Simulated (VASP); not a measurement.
# H (P4/mmm) in VASP: further runs, part 2 of 2

VASP 6.6.1. The steps go on from the part before.

## Step 3: Single point, PBE

INCAR reads:

```
SYSTEM = H
ADDGRID = .FALSE. ; ALGO = Normal
EDIFF = 1E-6 ; ENCUT = 520
GGA = PE ; ISIF = 2
ISMEAR = 0 ; LASPH = .TRUE.
LCHARG = .FALSE. ; LREAL = .FALSE.
LWAVE = .FALSE. ; NBANDS = 6
NELM = 100 ; PREC = Normal
SIGMA = 0.05
```

KPOINTS reads:

```
k-points
0
G
  5 5 12
  0 0 0
```

POSCAR reads:

```
H
1.0
    2.6496387389      0.0000000000      0.0000000000
    0.0000000000      2.6496387389      0.0000000000
    0.0000000000      0.0000000000      0.9804929200
H
1
Direct
    0.0000000000      0.0000000000      0.5000000000
```

Potentials or basis: VASP PAW PBE potentials, release 64 (H).

Started as:

```bash
$ cat potpaw_PBE.64/H/POTCAR > POTCAR
$ mpirun -np 1 vasp_std > vasp.out
```

OUTCAR:

```text
SYSTEM = H
   EDIFF = 1E-6
   ENCUT = 520
   GGA = PE
   ISIF = 2
   ISMEAR = 0
   LASPH = .TRUE.
   LREAL = .FALSE.
   NELM = 100
   PREC = Normal

 Found     42 irreducible k-points:

 Following reciprocal coordinates:
            Coordinates               Weight
  0.000000  0.000000  0.000000      1.000000
  0.200000  0.000000  0.000000      4.000000
  0.400000  0.000000  0.000000      4.000000
  0.200000  0.200000  0.000000      4.000000
  0.400000  0.200000  0.000000      8.000000
  0.400000  0.400000  0.000000      4.000000
   k-points           NKPTS =     42   k-points in BZ     NKDIM =     42   number of bands    NBANDS=      6
   number of dos      NEDOS =    301   number of ions     NIONS =      1
   total plane-waves  NPLWV =   1536
   dimension x,y,z NGX =    16 NGY =   16 NGZ =    6
   dimension x,y,z NGXF=    32 NGYF=   32 NGZF=   12
   ions per type =               1
   NGX,Y,Z   is equivalent  to a cutoff of  10.04, 10.04, 10.17 a.u.
   NGXF,Y,Z  is equivalent  to a cutoff of  20.08, 20.08, 20.35 a.u.
 SYSTEM =  H
   PREC   = normal    normal or accurate (medium, high low for compatibility)
   ISTART =      0    job   : 0-new  1-cont  2-samecut
   ICHARG =      2    charge: 1-file 2-atom 10-const
   ISPIN  =      1    spin polarized calculation?
   LNONCOLLINEAR =      F non collinear calculations
   LSORBIT =      F    spin-orbit coupling
   LASPH  =      T    aspherical Exc in radial PAW
   ENCUT  =  520.0 eV  38.22 Ry    6.18 a.u.   4.93  4.93  1.82*2*pi/ulx,y,z
   NELM   =    100;   NELMIN=  2; NELMDL= -5     # of ELM steps
   EDIFF  = 0.1E-05   stopping-criterion for ELM
   LREAL  =      F    real-space projection
   EDIFFG = 0.1E-04   stopping-criterion for IOM
   NSW    =      0    number of steps for IOM
   IBRION =     -1    ionic relax: 0-MD 1-quasi-New 2-CG
   NFREE  =      0    steps in history (QN), initial steepest desc. (CG)
   ISIF   =      2    stress and relaxation
   ISYM   =      2    0-nonsym 1-usesym 2-fastsym
   POTIM  = 0.5000    time-step for ionic-motion
   TEBEG  =    0.0;   TEEND  =   0.0 temperature during run
   PSTRESS=    0.0 pullay stress
   NELECT =       1.0000    total number of electrons
   NUPDOWN=      -1.0000    fix difference up-down
   EMIN   =  10.00;   EMAX   =-10.00  energy-range for DOS
   EFERMI =   0.00;   METHOD = LEGACY
   ISMEAR =     0;   SIGMA  =   0.05  broadening in eV -4-tet -1-fermi 0-gaus
   EFERMI_NEDOS =   21; number of points for ismear=-14 and -15
   IALGO  =     38    algorithm
   IMIX   =      4    mixing-type and parameters
     AMIX     =   0.40;   BMIX     =  1.00
     AMIX_MAG =   1.60;   BMIX_MAG =  1.00
  volume/ion in A,a.u.               =       6.88        46.45
  Fermi-wavevector in a.u.,A,eV,Ry     =   0.860602  1.626302 10.076956  0.740635
  Thomas-Fermi vector in A             =   1.978131
   LORBIT       =      0    0 simple, 1 ext, 2 COOP (PROOUT), +10 PAW based schemes
   GGA     = PE    functional components
   LHFCALC =     F    Hartree Fock is set to
   AEXX    =    0.0000 exact exchange contribution
   IVDW    =     0    specifies the selected vdW correction
   LEPSILON=     F    determine dielectric tensor
   LRPA    =     F    only Hartree local field effects (RPA)
 non-spin polarized calculation
 Gauss-broadening in eV      SIGMA  =   0.05
  energy-cutoff  :      520.00
  volume of cell :        6.88
 maximum number of plane-waves:       196
   NGX =  9   NGY =  9   NGZ =  3

 number of electron       1.0000003 magnetization

 Free energy of the ion-electron system (eV)
  ---------------------------------------------------
  ext. energy  EPLUGINS =         0.00000000
  ---------------------------------------------------
  free energy    TOTEN  =        -2.90889513 eV

  energy without entropy =       -2.90850697  energy(sigma->0) =       -2.90870105

 E-fermi :  -1.5913     XC(G=0):  -6.8488

 val. band max:       -1.6319484662   @ k =   0.4000   0.0000   0.2500
 cond. band min:      -1.2703680197   @ k =   0.4000   0.2000   0.2500
 fundamental gap:      0.3615804466
 Fermi energy:        -1.5912774738

 k-point     1 :       0.0000    0.0000    0.0000
  band No.  band energies     occupation
      1     -12.5478      2.00000
      2       8.3350      0.00000
      3      14.1751      0.00000
      4      14.1751      0.00000
      5      17.2011      0.00000
      6      34.9811      0.00000

 k-point     2 :       0.2000    0.0000    0.0000
  band No.  band energies     occupation
      1     -12.1187      2.00000
      2       5.2753      0.00000
      3      13.5112      0.00000
      4      14.8972      0.00000
      5      23.6379      0.00000
      6      28.4100      0.00000
[... 28 lines left out ...]
 k-point     6 :       0.4000    0.4000    0.0000
  band No.  band energies     occupation
      1     -10.2274      2.00000
      2       4.2158      0.00000
      3       5.4479      0.00000
      4      10.8450      0.00000
      5      32.8784      0.00000
      6      38.3095      0.00000

 [... further k-points ...]

------------------------ aborting loop because EDIFF is reached ----------------------------------------

  FORCE on cell =-STRESS in cart. coord.  units (eV):
  Direction    XX          YY          ZZ          XY          YZ          ZX
  --------------------------------------------------------------------------------------
  -------------------------------------------------------------------------------------
  Total       -0.1150368     -0.1150368      0.5031548      0.0000000     -0.0000000     -0.0000000
  in kB      -26.7749996    -26.7749996    117.1101054      0.0000000     -0.0000000     -0.0000000
  external PRESSURE =      21.1867021 kB  Pullay stress =       0.0000000 kB

 VOLUME and BASIS-vectors are now :
 -----------------------------------------------------------------------------
  energy-cutoff  :      520.00
  volume of cell :        6.88
      direct lattice vectors                 reciprocal lattice vectors
     2.649638739  0.000000000  0.000000000     0.377409941  0.000000000  0.000000000
     0.000000000  2.649638739  0.000000000     0.000000000  0.377409941  0.000000000
     0.000000000  0.000000000  0.980492920     0.000000000  0.000000000  1.019895177

 POSITION                                       TOTAL-FORCE (eV/Angst)
 -----------------------------------------------------------------------------------
      0.00000      0.00000      0.49025         0.000000      0.000000      0.000000
 -----------------------------------------------------------------------------------
    total drift:                                0.000000     -0.000000      0.000000

  FREE ENERGIE OF THE ION-ELECTRON SYSTEM (eV)
  ---------------------------------------------------
  free  energy   TOTEN  =        -2.9088951275 eV

  energy  without entropy=       -2.9085069664  energy(sigma->0) =       -2.90870105
```

stdout:

```text
POSCAR found type information on POSCAR H
 POSCAR found :  1 types and       1 ions
 scaLAPACK will be used
 LDA part: xc-table for (Slater+PW92), standard interpolation
 POSCAR, INCAR and KPOINTS ok, starting setup
 FFT: planning ... GRIDC
 FFT: planning ... GRID_SOFT
 FFT: planning ... GRID
 WAVECAR not read
 entering main loop
```

Wall time 0.8 s (1 thread of Intel Xeon 6975P-C (Granite Rapids), shared host); peak memory 0.1 GiB.

These settings aren't checked as converged: the numbers below hold their error.

Results:

| Item | Value |
| --- | --- |
| Free energy | -2.9089 eV |
| Pressure | 2.1 GPa |
| Band gap on the k mesh | none (metal or under the smearing width) |

Caveat: the k mesh is coarse (spacing up to 0.53 Å⁻¹), so the values aren't converged.

## Step 4: Single point, PBE

INCAR reads:

```
SYSTEM = H
ADDGRID = .FALSE. ; ALGO = Normal
EDIFF = 1E-6 ; ENCUT = 520
GGA = PE ; ISIF = 2
ISMEAR = 0 ; LASPH = .TRUE.
LCHARG = .FALSE. ; LREAL = Auto
LWAVE = .FALSE. ; NBANDS = 6
NELM = 100 ; PREC = Accurate
SIGMA = 0.05
```

KPOINTS is that of step 3.

POSCAR is that of step 3.

Potentials or basis: VASP PAW PBE potentials, release 64 (H).

Started as:

```bash
$ cat potpaw_PBE.64/H/POTCAR > POTCAR
$ mpirun -np 1 vasp_std > vasp.out
```

OUTCAR:

```text
SYSTEM = H
   EDIFF = 1E-6
   ENCUT = 520
   GGA = PE
   ISIF = 2
   ISMEAR = 0
   LASPH = .TRUE.
   LREAL = Auto
   NELM = 100
   PREC = Accurate

 Found     42 irreducible k-points:

 Following reciprocal coordinates:
            Coordinates               Weight
  0.000000  0.000000  0.000000      1.000000
  0.200000  0.000000  0.000000      4.000000
  0.400000  0.000000  0.000000      4.000000
  0.200000  0.200000  0.000000      4.000000
  0.400000  0.200000  0.000000      8.000000
  0.400000  0.400000  0.000000      4.000000
   k-points           NKPTS =     42   k-points in BZ     NKDIM =     42   number of bands    NBANDS=      6
   number of dos      NEDOS =    301   number of ions     NIONS =      1
   total plane-waves  NPLWV =   3200
   dimension x,y,z NGX =    20 NGY =   20 NGZ =    8
   dimension x,y,z NGXF=    40 NGYF=   40 NGZF=   16
   ions per type =               1
   NGX,Y,Z   is equivalent  to a cutoff of  12.55, 12.55, 13.56 a.u.
   NGXF,Y,Z  is equivalent  to a cutoff of  25.10, 25.10, 27.13 a.u.
 SYSTEM =  H
   PREC   = accura    normal or accurate (medium, high low for compatibility)
   ISTART =      0    job   : 0-new  1-cont  2-samecut
   ICHARG =      2    charge: 1-file 2-atom 10-const
   ISPIN  =      1    spin polarized calculation?
   LNONCOLLINEAR =      F non collinear calculations
   LSORBIT =      F    spin-orbit coupling
[... 57 lines left out ...]
 fundamental gap:      0.3615779151
 Fermi energy:        -1.5912537164

 k-point     1 :       0.0000    0.0000    0.0000
  band No.  band energies     occupation
      1     -12.5478      2.00000
      2       8.3349      0.00000
      3      14.1751      0.00000
      4      14.1751      0.00000
      5      17.2012      0.00000
      6      34.9812      0.00000
[... 37 lines left out ...]
 k-point     6 :       0.4000    0.4000    0.0000
  band No.  band energies     occupation
      1     -10.2274      2.00000
      2       4.2158      0.00000
      3       5.4480      0.00000
      4      10.8450      0.00000
      5      32.8784      0.00000
      6      38.3095      0.00000

 [... further k-points ...]

------------------------ aborting loop because EDIFF is reached ----------------------------------------

  FORCE on cell =-STRESS in cart. coord.  units (eV):
  Direction    XX          YY          ZZ          XY          YZ          ZX
  --------------------------------------------------------------------------------------
  -------------------------------------------------------------------------------------
  Total       -0.1150008     -0.1150008      0.5032718      0.0000000     -0.0000000      0.0000000
  in kB      -26.7666326    -26.7666326    117.1373380      0.0000000     -0.0000000      0.0000000
  external PRESSURE =      21.2013576 kB  Pullay stress =       0.0000000 kB

 VOLUME and BASIS-vectors are now :
 -----------------------------------------------------------------------------
  energy-cutoff  :      520.00
  volume of cell :        6.88
      direct lattice vectors                 reciprocal lattice vectors
     2.649638739  0.000000000  0.000000000     0.377409941  0.000000000  0.000000000
     0.000000000  2.649638739  0.000000000     0.000000000  0.377409941  0.000000000
     0.000000000  0.000000000  0.980492920     0.000000000  0.000000000  1.019895177

 POSITION                                       TOTAL-FORCE (eV/Angst)
 -----------------------------------------------------------------------------------
      0.00000      0.00000      0.49025         0.000000      0.000000      0.000000
 -----------------------------------------------------------------------------------
    total drift:                               -0.000000      0.000000      0.000000

  FREE ENERGIE OF THE ION-ELECTRON SYSTEM (eV)
  ---------------------------------------------------
  free  energy   TOTEN  =        -2.9088561987 eV

  energy  without entropy=       -2.9084680376  energy(sigma->0) =       -2.90866212
```

stdout:

```text
POSCAR found type information on POSCAR H
 POSCAR found :  1 types and       1 ions
 scaLAPACK will be used
 -----------------------------------------------------------------------------
|                                                                             |
|                                                                             |
|     You have a (more or less) 'small supercell' and for smaller cells       |
|     it is recommended to use the reciprocal-space projection scheme!        |
|     The real-space optimization is not efficient for small cells and it     |
|     is also less accurate ...                                               |
|     Therefore, set LREAL=.FALSE. in the INCAR file.                         |
|                                                                             |
 -----------------------------------------------------------------------------

 LDA part: xc-table for (Slater+PW92), standard interpolation
 POSCAR, INCAR and KPOINTS ok, starting setup
 FFT: planning ... GRIDC
 FFT: planning ... GRID_SOFT
 FFT: planning ... GRID
 WAVECAR not read
 entering main loop
```

Wall time 1.5 s (1 thread of Intel Xeon 6975P-C (Granite Rapids), shared host); peak memory 0.1 GiB.

The run converged, but some of its settings lie outside the range that counts as converged, so its numbers aren't taken as properties of the crystal.

Results:

```yaml
Free_energy: -2.9089 eV
Pressure: 2.1 GPa
Band_gap_on_the_k_mesh: none (metal or under the smearing width)
```

Caveat: the k mesh is coarse (spacing up to 0.53 Å⁻¹), so the values aren't converged.

## Step 5: The reference run

An earlier run on the cell as given: functional PBE; potentials or basis VASP PAW PBE potentials, release 64 (H); cutoff 520 eV; k mesh 10 × 10 × 26; occupations fermi-dirac, width 0.05 eV; no spin polarisation.

* Pressure: 1.6 GPa
* Band gap on the k mesh: none (metal or under the smearing width)
